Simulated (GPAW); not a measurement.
C:

```xyz
2
Lattice="2.1273 -1.2283 0.0000 2.1273 1.2283 0.0000 -1.3791 0.0000 3.5028" Properties=species:S:1:pos:R:3 pbc="T T T"
C    -0.6699    0.0000    3.5025
C     3.5455    0.0000    0.0003
```

This is a stacking variant of graphite.

Base run:

- Program: GPAW 26.7.0
- Functional: LDA
- Potentials or basis: the program's PAW data sets (release 1.2.1) made for this functional
- Cutoff: 650 eV
- Basis: pw
- k mesh: 10 × 10 × 6
- Occupations: fermi-dirac, width 0.05 eV
- Spin: no spin polarisation

Its results: band gap on the k mesh 1.35 eV, indirect (least direct gap 1.38 eV).

Question: The run is repeated on the same cell with these changes: functional from LDA to TB-mBJ; potentials or basis from the program's PAW data sets (release 1.2.1) made for this functional to GPAW PAW data sets for LDA (gpaw-data 1.2.1); cutoff from 650 eV to 800 eV. What comes out?

Answer: Band gap on the k mesh 1.49 eV, indirect (least direct gap 1.51 eV).

Caveats: a model potential gives levels but no total energy (some runs).

A k mesh can miss the band edges.
